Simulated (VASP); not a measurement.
# BeS (F-43m) in VASP: a series of runs

Runs on BeS. Level: PBE. Tasks: single point, relaxation of cell and atoms.

Everything below comes from runs of VASP 6.6.1. Logs are shortened: lines on timing, memory, paths and dates and some standing lists are left out, and cuts for length are marked.

### Step 1. The structure

Symmetry: F-43m, No. 216, cubic system. The conventional cell has a = 4.876 Å, b = 4.876 Å, c = 4.876 Å, α = 90.00°, β = 90.00°, γ = 90.00°. Be (site symmetry -43m) has 4 S at 2.11 Å as nearest neighbours. S (site symmetry -43m) is surrounded by 4 Be at 2.11 Å.

### Step 2. Single point, PBE

Contents of INCAR:

```
PREC     = Accurate       # precision mode
ENCUT    = 520            # plane-wave cutoff, eV
EDIFF    = 1E-6           # SCF threshold, eV
ISMEAR   = -1             # smearing method
SIGMA    = 0.02           # smearing width, eV
LREAL    = False          # projectors in reciprocal space
LASPH    = True           # aspherical terms in the spheres
NELM     = 60             # most SCF steps
ALGO     = Normal         # electronic algorithm
ISIF     = 2              # what is computed and relaxed
LWAVE    = False          # write WAVECAR
LCHARG   = True           # write CHGCAR
GGA      = PE             # functional
LELF     = True           # ELF
LVHAR    = True         
NBANDS   = 11             # bands
```

Contents of KPOINTS:

```
regular mesh
0
Gamma
  8 8 8
```

Contents of POSCAR:

```
BeS
1.0
    0.0000000000      2.4379189245      2.4379189245
    2.4379189245      0.0000000000      2.4379189245
    2.4379189245      2.4379189245      0.0000000000
Be S
1 1
Direct
    0.0000000000      0.0000000000      0.0000000000
    0.2500000000      0.2500000000      0.2500000000
```

Potentials or basis: VASP PAW PBE potentials, release 64 (Be, S).

Launch:

```bash
$ cat potpaw_PBE.64/Be/POTCAR potpaw_PBE.64/S/POTCAR > POTCAR
$ mpirun -np 1 vasp_std > vasp.out
```

OUTCAR:

```text
PREC = Accurate
   ENCUT = 520
   EDIFF = 1E-6
   ISMEAR = -1
   LREAL = False
   LASPH = True
   NELM = 60
   ISIF = 2
   GGA = PE

 ion  position               nearest neighbor table
   1  0.000  0.000  0.000-   2 2.11   2 2.11   2 2.11   2 2.11
   2  0.250  0.250  0.250-   1 2.11   1 2.11   1 2.11   1 2.11

  LATTYP: Found a face centered cubic cell.
 ALAT       =     4.8758378490

  Lattice vectors:

 A1 = (   0.0000000000,   2.4379189245,   2.4379189245)
 A2 = (   2.4379189245,   0.0000000000,   2.4379189245)
 A3 = (   2.4379189245,   2.4379189245,   0.0000000000)

Analysis of symmetry for initial positions (statically):
=====================================================================
 Subroutine PRICEL returns:
 Original cell was already a primitive cell.

 Routine SETGRP: Setting up the symmetry group for a
 face centered cubic supercell.

 Subroutine GETGRP returns: Found 24 space group operations
 (whereof 24 operations were pure point group operations)
 out of a pool of 48 trial point group operations.

The static configuration has the point symmetry T_d .

Analysis of symmetry for dynamics (positions and initial velocities):
=====================================================================
 Subroutine PRICEL returns:
 Original cell was already a primitive cell.

 Routine SETGRP: Setting up the symmetry group for a
 face centered cubic supercell.

 Subroutine GETGRP returns: Found 24 space group operations
 (whereof 24 operations were pure point group operations)
 out of a pool of 48 trial point group operations.

The dynamic configuration has the point symmetry T_d .

 Subroutine INISYM returns: Found 24 space group operations
 (whereof 24 operations are pure point group operations),
 and found     1 'primitive' translations

----------------------------------------------------------------------------------------

                                     Primitive cell

  volume of cell :      28.9793

  direct lattice vectors                    reciprocal lattice vectors
     0.000000000  2.437918924  2.437918924    -0.205092957  0.205092957  0.205092957
     2.437918924  0.000000000  2.437918924     0.205092957 -0.205092957  0.205092957
     2.437918924  2.437918924  0.000000000     0.205092957  0.205092957 -0.205092957

  length of vectors
     3.447738007  3.447738007  3.447738007     0.355231421  0.355231421  0.355231421

  position of ions in fractional coordinates (direct lattice)
     0.000000000  0.000000000  0.000000000
     0.250000000  0.250000000  0.250000000

  ion indices of the primitive-cell ions
   primitive index   ion index
                 1           1
                 2           2

----------------------------------------------------------------------------------------

 KPOINTS: regular mesh

Automatic generation of k-mesh.
 Grid dimensions read from file:
 generate k-points for:    8    8    8

 Generating k-lattice:

  Cartesian coordinates                     Fractional coordinates (reciprocal lattice)
    -0.025636620  0.025636620  0.025636620     0.125000000  0.000000000  0.000000000
     0.025636620 -0.025636620  0.025636620     0.000000000  0.125000000  0.000000000
     0.025636620  0.025636620 -0.025636620     0.000000000  0.000000000  0.125000000

  Length of vectors
     0.044403928  0.044403928  0.044403928

  Shift w.r.t. Gamma in fractional coordinates (k-lattice)
     0.000000000  0.000000000  0.000000000

 Subroutine IBZKPT returns following result:
 ===========================================

 Found     29 irreducible k-points:

 Following reciprocal coordinates:
            Coordinates               Weight
  0.000000  0.000000  0.000000      1.000000
  0.125000  0.000000  0.000000      8.000000
  0.250000  0.000000  0.000000      8.000000
  0.375000  0.000000  0.000000      8.000000
  0.500000  0.000000  0.000000      4.000000
  0.125000  0.125000  0.000000      6.000000
[... 16 lines left out ...]
  0.500000  0.250000  0.125000     48.000000
 -0.375000  0.250000  0.125000     24.000000
 [... further k-points ...]
   k-points           NKPTS =     29   k-points in BZ     NKDIM =     29   number of bands    NBANDS=     11
   number of dos      NEDOS =    301   number of ions     NIONS =      2
   total plane-waves  NPLWV =  21952
   dimension x,y,z NGX =    28 NGY =   28 NGZ =   28
   dimension x,y,z NGXF=    56 NGYF=   56 NGZF=   56
   ions per type =               1   1
   NGX,Y,Z   is equivalent  to a cutoff of  13.50, 13.50, 13.50 a.u.
   NGXF,Y,Z  is equivalent  to a cutoff of  27.00, 27.00, 27.00 a.u.
 SYSTEM =  unknown system
   PREC   = accura    normal or accurate (medium, high low for compatibility)
   ISTART =      0    job   : 0-new  1-cont  2-samecut
   ICHARG =      2    charge: 1-file 2-atom 10-const
   ISPIN  =      1    spin polarized calculation?
   LNONCOLLINEAR =      F non collinear calculations
   LSORBIT =      F    spin-orbit coupling
   LASPH  =      T    aspherical Exc in radial PAW
   ENCUT  =  520.0 eV  38.22 Ry    6.18 a.u.   6.41  6.41  6.41*2*pi/ulx,y,z
   NELM   =     60;   NELMIN=  2; NELMDL= -5     # of ELM steps
   EDIFF  = 0.1E-05   stopping-criterion for ELM
   LREAL  =      F    real-space projection
   EDIFFG = 0.1E-04   stopping-criterion for IOM
   NSW    =      0    number of steps for IOM
   IBRION =     -1    ionic relax: 0-MD 1-quasi-New 2-CG
   NFREE  =      0    steps in history (QN), initial steepest desc. (CG)
   ISIF   =      2    stress and relaxation
   ISYM   =      2    0-nonsym 1-usesym 2-fastsym
   POTIM  = 0.5000    time-step for ionic-motion
   TEBEG  =    0.0;   TEEND  =   0.0 temperature during run
   PSTRESS=    0.0 pullay stress
   NELECT =       8.0000    total number of electrons
   NUPDOWN=      -1.0000    fix difference up-down
   EMIN   =  10.00;   EMAX   =-10.00  energy-range for DOS
   EFERMI =   0.00;   METHOD = LEGACY
   ISMEAR =    -1;   SIGMA  =   0.02  broadening in eV -4-tet -1-fermi 0-gaus
   EFERMI_NEDOS =   21; number of points for ismear=-14 and -15
   IALGO  =     38    algorithm
   IMIX   =      4    mixing-type and parameters
     AMIX     =   0.40;   BMIX     =  1.00
     AMIX_MAG =   1.60;   BMIX_MAG =  1.00
  volume/ion in A,a.u.               =      14.49        97.78
  Fermi-wavevector in a.u.,A,eV,Ry     =   1.065963  2.014378 15.459996  1.136278
  Thomas-Fermi vector in A             =   2.201532
   LORBIT       =      0    0 simple, 1 ext, 2 COOP (PROOUT), +10 PAW based schemes
   GGA     = PE    functional components
   LHFCALC =     F    Hartree Fock is set to
   AEXX    =    0.0000 exact exchange contribution
   IVDW    =     0    specifies the selected vdW correction
   LEPSILON=     F    determine dielectric tensor
   LRPA    =     F    only Hartree local field effects (RPA)
 non-spin polarized calculation
  energy-cutoff  :      520.00
  volume of cell :       28.98
 maximum number of plane-waves:       799
 NGX is ok and might be reduce to    28
   NGX = 13   NGY = 13   NGZ = 13

 number of electron       7.9999999 magnetization

 Free energy of the ion-electron system (eV)
  ---------------------------------------------------
  ext. energy  EPLUGINS =         0.00000000
  ---------------------------------------------------
  free energy    TOTEN  =       -10.01333877 eV

  energy without entropy =      -10.01333877  energy(sigma->0) =      -10.01333877

 E-fermi :   4.4023     XC(G=0):  -9.6649

 val. band max:        4.0112859001   @ k =   0.0000   0.0000   0.0000
 cond. band min:       7.1572091695   @ k =   0.5000   0.5000   0.0000
 fundamental gap:      3.1459232693
 Fermi energy:         4.4023470181

 k-point     1 :       0.0000    0.0000    0.0000
  band No.  band energies     occupation
      1      -9.5753      2.00000
      2       4.0113      2.00000
      3       4.0113      2.00000
      4       4.0113      2.00000
      5       9.6871      0.00000
      6       9.6871      0.00000
      7       9.6871      0.00000
      8       9.7628      0.00000
      9      16.7937      0.00000
     10      16.7937      0.00000
     11      18.7600      0.00000

 k-point     2 :       0.1250    0.0000    0.0000
  band No.  band energies     occupation
      1      -9.4018      2.00000
      2       2.8285      2.00000
      3       3.8170      2.00000
      4       3.8170      2.00000
      5       9.5800      0.00000
      6      10.0362      0.00000
      7      10.0362      0.00000
      8      11.0668      0.00000
      9      16.1138      0.00000
     10      16.1138      0.00000
     11      18.6402      0.00000

 k-point     3 :       0.2500    0.0000    0.0000
  band No.  band energies     occupation
      1      -8.9245      2.00000
      2       0.7589      2.00000
      3       3.4282      2.00000
      4       3.4282      2.00000
      5       9.5195      0.00000
      6      10.5743      0.00000
      7      10.5743      0.00000
      8      13.1641      0.00000
      9      15.8749      0.00000
     10      15.8749      0.00000
     11      18.1953      0.00000

 k-point     4 :       0.3750    0.0000    0.0000
  band No.  band energies     occupation
      1      -8.3210      2.00000
      2      -0.9683      2.00000
      3       3.1138      2.00000
      4       3.1138      2.00000
      5       9.4588      0.00000
      6      10.6478      0.00000
      7      10.6478      0.00000
      8      14.6982      0.00000
      9      17.2033      0.00000
     10      17.2033      0.00000
     11      18.3226      0.00000

 k-point     5 :       0.5000    0.0000    0.0000
  band No.  band energies     occupation
      1      -8.0083      2.00000
      2      -1.6741      2.00000
      3       2.9988      2.00000
      4       2.9988      2.00000
      5       9.4324      0.00000
      6      10.5769      0.00000
      7      10.5769      0.00000
      8      15.1432      0.00000
      9      18.8773      0.00000
     10      18.8773      0.00000
     11      19.0599      0.00000
[... 211 lines left out ...]
 k-point    21 :       0.5000    0.5000    0.0000
  band No.  band energies     occupation
      1      -7.4807      2.00000
      2      -0.9271      2.00000
      3       1.4247      2.00000
      4       1.4247      2.00000
      5       7.1572      0.00000
      6       8.9421      0.00000
      7      16.6652      0.00000
      8      16.6652      0.00000
      9      19.3600      0.00000
     10      20.3248      0.00000
     11      20.8177      0.00000

 k-point    22 :       0.3750    0.2500    0.1250
  band No.  band energies     occupation
      1      -8.5353      2.00000
      2       0.5252      2.00000
      3       1.9117      2.00000
      4       2.9155      2.00000
      5       9.5362      0.00000
      6      11.2603      0.00000
      7      11.4904      0.00000
      8      12.5233      0.00000
      9      15.5504      0.00000
     10      18.3504      0.00000
     11      19.8513      0.00000

 k-point    23 :       0.5000    0.2500    0.1250
  band No.  band energies     occupation
      1      -8.0055      2.00000
      2      -0.6085      2.00000
      3       1.3815      2.00000
      4       2.4544      2.00000
      5      10.0064      0.00000
      6      10.8102      0.00000
      7      12.4195      0.00000
      8      13.2498      0.00000
      9      16.5668      0.00000
     10      18.3173      0.00000
     11      20.3655      0.00000

 k-point    24 :      -0.3750    0.2500    0.1250
  band No.  band energies     occupation
      1      -7.7406      2.00000
      2      -1.1485      2.00000
      3       1.2859      2.00000
      4       2.2145      2.00000
      5      10.1179      0.00000
      6      10.5618      0.00000
      7      13.0755      0.00000
      8      14.4564      0.00000
      9      15.4025      0.00000
     10      19.2414      0.00000
     11      19.8652      0.00000

 [... further k-points ...]

------------------------ aborting loop because EDIFF is reached ----------------------------------------

  FORCE on cell =-STRESS in cart. coord.  units (eV):
  Direction    XX          YY          ZZ          XY          YZ          ZX
  --------------------------------------------------------------------------------------
  -------------------------------------------------------------------------------------
  Total        0.0056735      0.0056735      0.0056735      0.0000000      0.0000000     -0.0000000
  in kB        0.3136707      0.3136707      0.3136707      0.0000000      0.0000000     -0.0000000
  external PRESSURE =       0.3136707 kB  Pullay stress =       0.0000000 kB

 VOLUME and BASIS-vectors are now :
 -----------------------------------------------------------------------------
  energy-cutoff  :      520.00
  volume of cell :       28.98
      direct lattice vectors                 reciprocal lattice vectors
     0.000000000  2.437918924  2.437918924    -0.205092957  0.205092957  0.205092957
     2.437918924  0.000000000  2.437918924     0.205092957 -0.205092957  0.205092957
     2.437918924  2.437918924  0.000000000     0.205092957  0.205092957 -0.205092957

 POSITION                                       TOTAL-FORCE (eV/Angst)
 -----------------------------------------------------------------------------------
      0.00000      0.00000      0.00000         0.000000      0.000000      0.000000
      1.21896      1.21896      1.21896        -0.000000     -0.000000     -0.000000
 -----------------------------------------------------------------------------------
    total drift:                                0.000000      0.000000      0.000000

  FREE ENERGIE OF THE ION-ELECTRON SYSTEM (eV)
  ---------------------------------------------------
  free  energy   TOTEN  =       -10.0133387657 eV

  energy  without entropy=      -10.0133387657  energy(sigma->0) =      -10.01333877
```

Wall time 5.6 s (1 thread of Intel Xeon 6975P-C (Granite Rapids), shared host); peak memory 0.15 GiB.

What came out:

| Quantity | Value |
| --- | --- |
| Free energy | -10.0133 eV |
| Pressure | 0.0 GPa |
| Band gap on the k mesh | 3.15 eV, indirect (least direct gap 5.68 eV) |

A k mesh can miss the band edges. As with any semilocal functional, this PBE gap is likely too small.

### Step 3. Relaxation of cell and atoms, PBE

This run uses another cell than the first one, of 14.26 Å³/atom, 0.984 times its volume.

Contents of INCAR:

```
SYSTEM = BeS
PREC = Accurate ; ENCUT = 600
EDIFF = 1E-7 ; ISMEAR = -1
SIGMA = 0.02 ; LREAL = .False.
LASPH = .True. ; NELM = 80
ALGO = Normal ; ISIF = 3
LWAVE = .False. ; LCHARG = .False.
GGA = PE ; IBRION = 2
NSW = 80 ; EDIFFG = -0.005
```

Contents of KPOINTS:

```
Automatic mesh
0
Gamma
  8 8 8
  0 0 0
```

Contents of POSCAR:

```
BeS
1.0
    0.0000000000      2.4250000000      2.4250000000
    2.4250000000      0.0000000000      2.4250000000
    2.4250000000      2.4250000000      0.0000000000
Be S
1 1
Direct
    0.0000000000      0.0000000000      0.0000000000
    0.2500000000      0.2500000000      0.2500000000
```

Potentials or basis: VASP PAW PBE potentials, release 64 (Be, S).

Launch:

```bash
$ cat potpaw_PBE.64/Be/POTCAR potpaw_PBE.64/S/POTCAR > POTCAR
$ mpirun -np 1 vasp_std > vasp.out
```

Wall time 10 s (1 thread of Intel Xeon 6975P-C (Granite Rapids), shared host); peak memory 0.15 GiB.

Results (log left out):

* Free energy: -10.0135 eV
* Relaxed volume: 14.50 Å³/atom
* Relaxed cell: a = 3.448 Å, b = 3.448 Å, c = 3.448 Å, α = 60.00°, β = 60.00°, γ = 60.00°
* Space group after relaxing (to 0.05 Å): F-43m (No. 216)
* Energy gained by relaxing: 1.2 meV/atom
* Ionic steps: 3
* Pressure after relaxing: 0.0 GPa
* Band gap on the k mesh: 3.15 eV, indirect (least direct gap 5.68 eV)

Step by step:
```tsv
step	energy change (eV)	largest force (eV/Å)	pressure (GPa)	volume (Å³)
1	0.0000	0.0000	1.58	28.52
2	-0.0022	0.0000	-0.35	29.11
3	-0.0023	0.0000	0.00	29.00
```

Final structure:
```xyz
2
Lattice="0.0000 2.4384 2.4384 2.4384 0.0000 2.4384 2.4384 2.4384 0.0000" Properties=species:S:1:pos:R:3 pbc="T T T"
Be    0.0000    0.0000    0.0000
S     1.2192    1.2192    1.2192
```

Levels at points of the mesh, in eV from the valence-band top:
| k point | band 1 | band 2 | band 3 | band 4 | band 5 | band 6 | band 7 | band 8 |
| --- | --- | --- | --- | --- | --- | --- | --- | --- |
| (0.00, 0.00, 0.00) | -13.58 | 0.00 | 0.00 | 0.00 | 5.68 | 5.68 | 5.68 | 5.75 |
| (0.50, 0.00, 0.00) | -12.02 | -5.68 | -1.01 | -1.01 | 5.42 | 6.57 | 6.57 | 11.13 |
| (0.50, 0.50, 0.00) | -11.49 | -4.94 | -2.58 | -2.58 | 3.15 | 4.93 | 12.65 | 12.65 |

A k mesh can miss the band edges. Zero-point motion and thermal expansion aren't in these numbers.
